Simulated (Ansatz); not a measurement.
# WSe2: relaxing cell and atoms and elastic constants, part 2 of 2

Aim: for WSe2, 2 runs in a chain (relaxing cell and atoms and elastic constants).

Ansatz 0.2.0; DFT PBE+D3(BJ), scalar-relativistic, plane waves, PAW. Earlier steps stand in the parts before.

## Step 3: Elastic constants

It takes the final geometry of step 2.

The input, input.yaml:

```yaml
crystal:
  lattice:
    - [3.2790365305, 0.0, 0.0]
    - [-1.6395182652, 2.8397289354, 0.0]
    - [0.0, 0.0, 12.7862979535]
  atoms:
    - { symbol: W, position: [0.3333333333, 0.6666666667, 0.25] }
    - { symbol: W, position: [0.6666666667, 0.3333333333, 0.75] }
    - { symbol: Se, position: [0.3333333333, 0.6666666667, 0.6182757302] }
    - { symbol: Se, position: [0.6666666667, 0.3333333333, 0.1182757302] }
    - { symbol: Se, position: [0.3333333333, 0.6666666667, 0.8817242698] }
    - { symbol: Se, position: [0.6666666667, 0.3333333333, 0.3817242698] }
scf:
  occupations: { method: fixed }
output:
  eigenvalues: true
hamiltonian:
  xc: pbe
  dispersion: d3bj
elastic:
  mode: relaxed_ion
  amplitude: 0.005
kpoints:
  mp_grid: { grid: [12, 12, 3] }
```

Run with:

```sh
$ ansatz run input.yaml --threads 16 --pin off --max-ram 24576MiB --backend cpu --events-out ev --progress --plain --runs-dir out
```

Output:

```text
Warning: RAYON_NUM_THREADS=16 ignored (pool sized by the plan → 16); use --threads N
Engine: ansatz 0.2.0, aarch64-unknown-linux-gnu
Pseudopotentials: kind: paw
Pseudopotential: W, paw, valence charge 14, recommended cutoff 420 eV (normal), W.paw.azcp
Pseudopotential: Se, paw, valence charge 16, recommended cutoff 420 eV (normal), Se.paw.azcp
Functional definition: PBE
  parameter kappa = 0.804
  parameter beta = 0.06672455060314922
  exchange = pbe_x(kappa = kappa, mu = beta*pi^2/3)
  correlation = pbe_c(beta = beta)
Crystal: 6 atoms, lattice volume = 119.061 Å³
Basis set: ecut = 420 eV, 2347 PW (Γ), exchange–correlation on 48×48×180 points (8 copies of the dense FFT grid, shifted against one another)
Bands: 56, of which v1, the nominal top of the filled ones, is band 46 counted from 1 (45 counted from 0)
Symmetry: 24 space group operations
Space group: P63/mmc (ITA 194), of the structure as read, at distance tolerance 4.9e-5 Å
k-points: 38 of 432
Non-local potential: W, projectors of the file, l = 0: 3, l = 1: 2, l = 2: 2, l = 3: 1
Non-local potential: Se, projectors of the file, l = 0: 2, l = 1: 2, l = 2: 3, l = 3: 1
PAW form: soft (Blöchl's): semilocal exchange-correlation on the pseudo side does not see the compensation charge
PAW one-centre angular grid: W, 590 points (default); XC on 64 Gauss nodes
PAW one-centre angular grid: Se, 590 points (default); XC on 64 Gauss nodes
Initial density: superposition of atomic densities (neutral atoms: chi_scale 0, normalization atom), corrected by the library's trained network
Initial wavefunctions: pseudopotential atomic-orbital guess
Functional: x = pbe(κ = 0.804, μ = 0.2195149727645171), c = pbe(β = 0.06672455060314922)
SCF iter   1: F=—  HF=-42651.999274 eV  |F-HF|=—  |Δ(HF+E_count)|=         —  Δρ=4.41e-3  dr2=7.79e-3  ethr=1.77e-3  ⟨swp⟩=4.9  Hψ=6772  notcnv=0  defer=259
preconditioner: auto → Resta (q_TF=auto, 2.614 Å⁻¹)  ε∞=6.1  [insulator: Δε(μ)=0.892 eV  Ē_g=9.015 eV  n_scr=40 (ndim 8)  ℏωp=20.4 eV  f_vac=0.036  ε∞_Penn≈6.1]
SCF iter   2: F=—  HF=-42652.007666 eV  |F-HF|=—  |Δ(HF+E_count)|=   8.39e-3  Δρ=2.56e-3  dr2=1.94e-3  ethr=8.47e-6  ⟨swp⟩=2.0  Hψ=3367  notcnv=0  defer=304
SCF iter   3: F=—  HF=-42652.011674 eV  |F-HF|=—  |Δ(HF+E_count)|=   4.01e-3  Δρ=7.70e-4  dr2=8.46e-4  ethr=2.10e-6  ⟨swp⟩=2.0  Hψ=2829  notcnv=0  defer=304
SCF iter   4: F=—  HF=-42652.011843 eV  |F-HF|=—  |Δ(HF+E_count)|=   1.70e-4  Δρ=7.83e-5  dr2=4.04e-6  ethr=9.20e-7  ⟨swp⟩=2.3  Hψ=2945  notcnv=0  defer=304
SCF iter   5: F=—  HF=-42652.011874 eV  |F-HF|=—  |Δ(HF+E_count)|=   3.08e-5  Δρ=3.01e-5  dr2=7.47e-7  ethr=4.39e-9  ⟨swp⟩=2.3  Hψ=3678  notcnv=0  defer=98
SCF iter   6: F=—  HF=-42652.011876 eV  |F-HF|=—  |Δ(HF+E_count)|=   1.41e-6  Δρ=6.82e-6  dr2=6.91e-8  ethr=8.12e-10  ⟨swp⟩=2.0  Hψ=3702  notcnv=0  defer=98
SCF iter   7: F=—  HF=-42652.011876 eV  |F-HF|=—  |Δ(HF+E_count)|=   2.87e-8  Δρ=3.14e-6  dr2=1.21e-8  ethr=7.51e-11  ⟨swp⟩=2.0  Hψ=3702  notcnv=0  defer=98
SCF iter   8: F=—  HF=-42652.011876 eV  |F-HF|=—  |Δ(HF+E_count)|=   2.20e-8  Δρ=6.92e-7  dr2=7.44e-10  ethr=1.32e-11  ⟨swp⟩=2.0  Hψ=2714  notcnv=0  defer=98
SCF iter   9: F=—  HF=-42652.011876 eV  |F-HF|=—  |Δ(HF+E_count)|=  9.46e-10  Δρ=1.64e-7  dr2=4.99e-11  ethr=8.08e-13 (applied; sched 1.00e-12)  ⟨swp⟩=2.0  Hψ=3702  notcnv=0  defer=98
SCF iter  10: F=—  HF=-42652.011876 eV  |F-HF|=—  |Δ(HF+E_count)|=  5.82e-11  Δρ=4.03e-8  dr2=2.76e-12  ethr=5.42e-14 (applied; sched 1.00e-12)  ⟨swp⟩=2.0  Hψ=3702  notcnv=0  defer=98
SCF iter  11: F=—  HF=-42652.011876 eV  |F-HF|=—  |Δ(HF+E_count)|=  1.46e-11  Δρ=7.73e-9  dr2=1.11e-13  ethr=3.00e-15 (applied; sched 1.00e-12)  ⟨swp⟩=2.0  Hψ=2670  notcnv=0  defer=98
SCF iter  12: F=-42652.011876 eV  HF=-42652.011876 eV  |F-HF|=7.28e-12  |Δ(HF+E_count)|=  1.46e-11  Δρ=2.34e-9  dr2=8.04e-15  ethr=1.00e-12  ⟨swp⟩=10.3  Hψ=9310  notcnv=0
SCF 1 converged in 12 iterations: F = -42652.011876 eV  dr2 = 8.04e-15
relax step   1: F+E_penalty+E_count = -42652.01187568 eV  Δ(F+E_penalty+E_count) = +0.000e0 eV  max|allowed force component| = 7.859e-5 eV/Å  Δτ_max = 0.0000 Å  (12 SCF iters, accepted)
[... from here on, the SCF cycles and remarks between the steps are left out, and one step in 2 is shown ...]
relax step   2: F+E_penalty+E_count = -42652.01187568 eV  Δ(F+E_penalty+E_count) = +6.330e-10 eV  max|allowed force component| = 1.094e-4 eV/Å  Δτ_max = 0.0000 Å  (9 SCF iters, rejected (line search))
relax step   1: F+E_penalty+E_count = -42652.00259317 eV  Δ(F+E_penalty+E_count) = +0.000e0 eV  max|allowed force component| = 1.082e-1 eV/Å  Δτ_max = 0.0000 Å  (14 SCF iters, accepted)
relax step   3: F+E_penalty+E_count = -42652.00402297 eV  Δ(F+E_penalty+E_count) = +8.552e-5 eV  max|allowed force component| = 8.939e-3 eV/Å  Δτ_max = 0.0189 Å  (11 SCF iters, rejected (line search))
relax step   5: F+E_penalty+E_count = -42652.00416192 eV  Δ(F+E_penalty+E_count) = -2.158e-6 eV  max|allowed force component| = 7.250e-4 eV/Å  Δτ_max = 0.0006 Å  (8 SCF iters, accepted)
relax step   7: F+E_penalty+E_count = -42652.00416199 eV  Δ(F+E_penalty+E_count) = -1.281e-9 eV  max|allowed force component| = 2.715e-6 eV/Å  Δτ_max = 0.0000 Å  (5 SCF iters, accepted)
relax step   2: F+E_penalty+E_count = -42652.00997440 eV  Δ(F+E_penalty+E_count) = -3.852e-4 eV  max|allowed force component| = 5.004e-3 eV/Å  Δτ_max = 0.0035 Å  (10 SCF iters, accepted)
relax step   1: F+E_penalty+E_count = -42652.00964489 eV  Δ(F+E_penalty+E_count) = +0.000e0 eV  max|allowed force component| = 5.250e-2 eV/Å  Δτ_max = 0.0000 Å  (12 SCF iters, accepted)
relax step   3: F+E_penalty+E_count = -42652.01002488 eV  Δ(F+E_penalty+E_count) = -1.448e-6 eV  max|allowed force component| = 5.694e-4 eV/Å  Δτ_max = 0.0024 Å  (9 SCF iters, accepted)
relax step   5: F+E_penalty+E_count = -42652.01002548 eV  Δ(F+E_penalty+E_count) = -4.082e-8 eV  max|allowed force component| = 1.564e-5 eV/Å  Δτ_max = 0.0002 Å  (8 SCF iters, accepted)
relax step   2: F+E_penalty+E_count = -42652.00459421 eV  Δ(F+E_penalty+E_count) = -1.507e-3 eV  max|allowed force component| = 1.203e-3 eV/Å  Δτ_max = 0.0079 Å  (11 SCF iters, accepted)
relax step   4: F+E_penalty+E_count = -42652.00459432 eV  Δ(F+E_penalty+E_count) = -8.877e-10 eV  max|allowed force component| = 1.055e-6 eV/Å  Δτ_max = 0.0000 Å  (6 SCF iters, accepted)
relax step   2: F+E_penalty+E_count = -42652.00919450 eV  Δ(F+E_penalty+E_count) = -8.146e-3 eV  max|allowed force component| = 8.505e-3 eV/Å  Δτ_max = 0.0152 Å  (12 SCF iters, accepted)
relax step   4: F+E_penalty+E_count = -42652.00920232 eV  Δ(F+E_penalty+E_count) = -2.270e-9 eV  max|allowed force component| = 7.379e-8 eV/Å  Δτ_max = 0.0000 Å  (6 SCF iters, accepted)
relax step   2: F+E_penalty+E_count = -42652.01123267 eV  Δ(F+E_penalty+E_count) = -2.037e-3 eV  max|allowed force component| = 2.137e-4 eV/Å  Δτ_max = 0.0074 Å  (11 SCF iters, accepted)
relax step   1: F+E_penalty+E_count = -42652.00922905 eV  Δ(F+E_penalty+E_count) = +0.000e0 eV  max|allowed force component| = 1.349e-1 eV/Å  Δτ_max = 0.0000 Å  (13 SCF iters, accepted)
relax step   3: F+E_penalty+E_count = -42652.01126017 eV  Δ(F+E_penalty+E_count) = -9.554e-7 eV  max|allowed force component| = 2.662e-5 eV/Å  Δτ_max = 0.0002 Å  (8 SCF iters, accepted)
relax step   2: F+E_penalty+E_count = -42652.00950955 eV  Δ(F+E_penalty+E_count) = -8.107e-3 eV  max|allowed force component| = 6.399e-3 eV/Å  Δτ_max = 0.0147 Å  (12 SCF iters, accepted)
relax step   4: F+E_penalty+E_count = -42652.00951410 eV  Δ(F+E_penalty+E_count) = -1.528e-9 eV  max|allowed force component| = 7.608e-8 eV/Å  Δτ_max = 0.0000 Å  (6 SCF iters, accepted)
relax step   2: F+E_penalty+E_count = -42652.01065330 eV  Δ(F+E_penalty+E_count) = -3.933e-3 eV  max|allowed force component| = 4.091e-2 eV/Å  Δτ_max = 0.0126 Å  (11 SCF iters, accepted)
relax step   4: F+E_penalty+E_count = -42652.01100850 eV  Δ(F+E_penalty+E_count) = -3.064e-7 eV  max|allowed force component| = 2.661e-4 eV/Å  Δτ_max = 0.0008 Å  (10 SCF iters, accepted)
relax step   1: F+E_penalty+E_count = -42652.01058517 eV  Δ(F+E_penalty+E_count) = +0.000e0 eV  max|allowed force component| = 6.880e-2 eV/Å  Δτ_max = 0.0000 Å  (12 SCF iters, accepted)
relax step   3: F+E_penalty+E_count = -42652.01043636 eV  Δ(F+E_penalty+E_count) = +1.149e-3 eV  max|allowed force component| = 2.932e-2 eV/Å  Δτ_max = 0.0313 Å  (14 SCF iters, rejected (line search))
relax step   5: F+E_penalty+E_count = -42652.01165677 eV  Δ(F+E_penalty+E_count) = -5.578e-6 eV  max|allowed force component| = 1.060e-4 eV/Å  Δτ_max = 0.0010 Å  (10 SCF iters, accepted)
relax step   1: F+E_penalty+E_count = -42652.01058517 eV  Δ(F+E_penalty+E_count) = +0.000e0 eV  max|allowed force component| = 6.880e-2 eV/Å  Δτ_max = 0.0000 Å  (13 SCF iters, accepted)
relax step   3: F+E_penalty+E_count = -42652.01165581 eV  Δ(F+E_penalty+E_count) = -6.754e-6 eV  max|allowed force component| = 2.313e-3 eV/Å  Δτ_max = 0.0023 Å  (11 SCF iters, accepted)
relax step   5: F+E_penalty+E_count = -42652.01165684 eV  Δ(F+E_penalty+E_count) = -5.981e-9 eV  max|allowed force component| = 4.532e-5 eV/Å  Δτ_max = 0.0001 Å  (8 SCF iters, accepted)
relax step   2: F+E_penalty+E_count = -42652.01100102 eV  Δ(F+E_penalty+E_count) = -4.281e-3 eV  max|allowed force component| = 8.369e-3 eV/Å  Δτ_max = 0.0181 Å  (11 SCF iters, accepted)
relax step   4: F+E_penalty+E_count = -42652.01100871 eV  Δ(F+E_penalty+E_count) = -4.202e-7 eV  max|allowed force component| = 1.952e-4 eV/Å  Δτ_max = 0.0007 Å  (9 SCF iters, accepted)
relax step   6: F+E_penalty+E_count = -42652.01100872 eV  Δ(F+E_penalty+E_count) = -7.858e-10 eV  max|allowed force component| = 1.016e-6 eV/Å  Δτ_max = 0.0000 Å  (6 SCF iters, accepted)
[... 8 lines left out ...]
SCF 71 converged in 7 iterations: F = -42652.011009 eV  dr2 = 2.21e-14
SCF converged after 10 iterations
Free energy (F): -42652.011876 eV
Harris-Foulkes:  -42652.011876 eV  (|F-HF|=0.00e0)
Internal energy: -42652.011876 eV  (E = F + TS)
E sigma→0 (E₀):  -42652.011876 eV
Fermi energy:    13.352824 eV
--- Per-component energies (eV) ---
  E_band       = -1648.764573
  E_kinetic    = 1379.912234
  E_local      = -11075.674129  (includes V_loc(G=0)·N_el)
  E_nonlocal   = -2379.681164
  E_hartree    = 5338.403417
  E_xc         = -953.513339
  E_vxc        = -874.210709  (∫ρ·V_xc dr)
  E_paw        = -24771.119611  (= ΣΔE_a)
  E_vpaw       = 624.084872  (= ΣTr[D̂ρ^β])
  E_aug_tail   = -0.002511  (compensation charges beyond the density's cutoff)
  E_ewald      = -10187.482633
  E_disp       = -2.854140  (pairwise vdW)
  E_smearing   = -0.000000  (= −TS)
  E_closure    = -0.000000  (closes the sum)
  Σ components = -42652.011876   (vs F -42652.011876, Δ=0.00e0)
--- Forces (eV/Å), atoms counted from 1 ---
  atom   1  W     -0.00000000    -0.00000000     0.00000000
  atom   2  W      0.00000000     0.00000000    -0.00000000
  atom   3  Se    -0.00000000    -0.00000000     0.00000002
  atom   4  Se     0.00000000     0.00000000     0.00000002
  atom   5  Se    -0.00000000    -0.00000000    -0.00000002
  atom   6  Se     0.00000000     0.00000000    -0.00000002
  max |Σ_I F_I| component: 1.16e-17 eV/Å
--- Stress (GPa, compression-positive) ---
       -0.000134       0.000000      -0.000000
        0.000000      -0.000134      -0.000000
       -0.000000      -0.000000      -0.000283
  P = ⅓ Tr σ = -0.0002 GPa (-0.002 kbar)
--- Band table (eV; the first three rows and the last of 38) ---
[... 4 lines left out ...]
--- Elastic constants: 3 strain directions × 4 members + reference (group order 24) ---
  dense FFT box of the reference and of every strained cell: 24×24×90
  strains applied: 11, 33, 23; error gains: componentwise 1.00 (the most a stress slope's error grows in a printed constant), spectral 1.41 (1 for all six strains in a standard setting)
  pairwise dispersion correction: d3bj (s6 = 1.0, s8 = 0.7875, a1 = 0.4289, a2_bohr = 4.4407), with the weights of each atom's references fixed at the reference crystal's, and the forces and stress that the weights' published response gives there kept as a pressure on the atom's counted neighbours (hamiltonian.dispersion)
  reference relaxed by the batch: 3 steps; max|allowed force component| 7.86e-5 eV/Å at the deck's positions, 3.15e-8 at the last accepted step, 2.36e-8 by the solve of record
  largest displacement 4.3e-6 Å; the constants are those of the deck's cell at these positions:
  atoms:
    - { symbol: W, position: [0.33333333333333326, 0.6666666666666665, 0.24999999999999997] }
    - { symbol: W, position: [0.6666666666666667, 0.33333333333333326, 0.75] }
    - { symbol: Se, position: [0.33333333333333326, 0.6666666666666665, 0.6182753932125657] }
    - { symbol: Se, position: [0.6666666666666667, 0.33333333333333326, 0.11827539321256578] }
    - { symbol: Se, position: [0.33333333333333326, 0.6666666666666665, 0.8817246067874341] }
    - { symbol: Se, position: [0.6666666666666667, 0.33333333333333326, 0.3817246067874342] }
  C = ∂σ_k/∂η_j (tension-positive GPa; Voigt order 11 22 33 23 13 12):
       201.491     37.028     12.873     -0.000     -0.000      0.000
        37.028    201.491     12.873     -0.000     -0.000     -0.000
        12.871     12.871     67.537     -0.000     -0.000      0.000
         0.000     -0.000      0.000     23.259      0.000     -0.000
        -0.000      0.000      0.000      0.000     23.259      0.000
        -0.000      0.000     -0.000     -0.000     -0.000     82.232
  reference stress σ⁰ (GPa):      0.000      0.000      0.000      0.000      0.000     -0.000
  C* (energy form; C + prestress term) asymmetry max|C*_kj − C*_jk| = 1.419e-3 GPa — a small one proves nothing (zero by symmetry where the batch's group is 432, −43m or m−3m); a large one is finite-difference/SCF noise where every solve meets its electron count
  moduli (Voigt/Reuss/Hill, GPa): K = 66.23/48.98/57.61   G = 52.93/36.90/44.92   E = 106.95   ν = 0.191
  mechanically stable: yes (min eigenvalue of sym C = 23.26 GPa)
  strain η (Voigt 11):  stress-route row diagonal C_11 = 201.49 GPa, energy-path curvature d²(F+E_count+ΔE)/dδ²/Ω₀ = 201.72 GPa
    cells at ±δ against ±2δ: C11 201.55 and 201.74 GPa, apart by 0.09 % of the column's largest entry
         δ    σ_11 (GPa)             F (eV)   n_scf  n_hpsi   n_pw
    -1.000e-2      -2.1037      -42652.0041620       6   59878   2359   relax 7 steps, max|allowed force component| 2.71e-6 eV/Å
    -5.000e-3      -1.0292      -42652.0099775       6   57739   2371   relax 3 steps, max|allowed force component| 1.92e-5 eV/Å
     5.000e-3       0.9863      -42652.0100255       6   57219   2393   relax 5 steps, max|allowed force component| 1.56e-5 eV/Å
     1.000e-2       1.9311      -42652.0045943       8   63268   2401   relax 4 steps, max|allowed force component| 1.05e-6 eV/Å
  strain η (Voigt 33):  stress-route row diagonal C_33 = 67.54 GPa, energy-path curvature d²(F+E_count+ΔE)/dδ²/Ω₀ = 67.79 GPa
    cells at ±δ against ±2δ: C33 67.61 and 67.84 GPa, apart by 0.33 % of the column's largest entry
         δ    σ_33 (GPa)             F (eV)   n_scf  n_hpsi   n_pw
    -1.000e-2      -0.7423      -42652.0092023       6   27300   2364   relax 4 steps, max|allowed force component| 7.38e-8 eV/Å
    -5.000e-3      -0.3538      -42652.0112327       6   26994   2364   relax 3 steps, max|allowed force component| 1.87e-6 eV/Å
     5.000e-3       0.3223      -42652.0112602       7   25618   2389   relax 3 steps, max|allowed force component| 2.66e-5 eV/Å
     1.000e-2       0.6145      -42652.0095141       8   28470   2395   relax 4 steps, max|allowed force component| 7.61e-8 eV/Å
  strain η (Voigt 23):  stress-route row diagonal C_44 = 23.26 GPa, energy-path curvature d²(F+E_count+ΔE)/dδ²/Ω₀ = 23.42 GPa
    cells at ±δ against ±2δ: C44 23.23 and 23.13 GPa, apart by 0.41 % of the column's largest entry
         δ    σ_23 (GPa)             F (eV)   n_scf  n_hpsi   n_pw
    -1.000e-2      -0.2313      -42652.0110087       7   87835   2379   relax 5 steps, max|allowed force component| 3.79e-5 eV/Å
    -5.000e-3      -0.1161      -42652.0116568       6   80556   2384   relax 6 steps, max|allowed force component| 2.37e-5 eV/Å
     5.000e-3       0.1162      -42652.0116568       6   80733   2384   relax 5 steps, max|allowed force component| 4.53e-5 eV/Å
     1.000e-2       0.2314      -42652.0110087       7   84161   2379   relax 6 steps, max|allowed force component| 1.02e-6 eV/Å
```

It took 5 min on 16 threads of Arm Neoverse N1, shared host; peak memory 1.4 GiB.

What follows for a polycrystal (Hill averages; density 9.534 g/cm³):

| quantity | value |
| --- | --- |
| bulk modulus B | 57.6 GPa |
| shear modulus G | 44.9 GPa |
| B/G | 1.28 |
| universal anisotropy index | 2.52 |
| sound speeds v_l, v_t | 3511, 2171 m/s |
| Debye temperature Θ | 263 K |

Young's modulus by Cartesian direction:

```tsv
direction	E (GPa)
(1, 0, 0)	193
(0, 1, 0)	193
(0, 0, 1)	66
(1, 1, 0)	193
(1, 0, 1)	65
(0, 1, 1)	65
(1, 1, 1)	76
```

## Step 4: Summary of results

This closing draws on all 2 parts.

```
step  volume (Å³/atom)  pressure (GPa)  energy (eV)  gap on the mesh (eV)  time
   2             19.84             0.0   -42652.012                  0.89  19 s
```

| quantity | value |
| --- | --- |
| relaxed cell, step 2 | a = 3.279 Å, b = 3.279 Å, c = 12.786 Å, α = 90.00°, β = 90.00°, γ = 120.00° |
| C11, C12, C44 (relaxed-ion) | 201, 37, 23 GPa |
| C33, C13, C66 (relaxed-ion) | 68, 13, 82 GPa |
| B, G, E (Hill) (relaxed-ion) | 58, 45, 107 GPa |
| Poisson ratio (relaxed-ion) | 0.19 |
| Debye temperature | 263 K |

**Reading.** It is stable against strain: the least eigenvalue of C is 23 GPa. By Pugh's rule of thumb B/G = 1.28 (under 1.75) points to a brittle solid; Young's modulus ranges from about 60 to 193 GPa with direction. Measured lattice constant a of WSe2: 3.282 Å (quoted in “Random anion distribution in MSxSe2−x (M = Mo, W) crystals and nanosheets”, 2018, pmc:9078701). This calculation gives 3.279 Å (-0.1 %). Against the measured lattice constant c of WSe2, 12.96 Å (quoted in “Random anion distribution in MSxSe2−x (M = Mo, W) crystals and nanosheets”, 2018, pmc:9078701), the calculated 12.786 Å is off by -1.3 %. 3 values of this kind are on record (12.95 to 12.977 Å); this one was drawn at random among those near their median, those with a stated uncertainty first. That is the cell relaxed with PBE+D3(BJ), without thermal expansion or zero-point motion. These runs have no spin-orbit coupling; with W it would split and shift bands.

The gaps are Kohn-Sham values of a semilocal functional, not quasiparticle or optical gaps. Such gaps usually fall short of the measured ones.
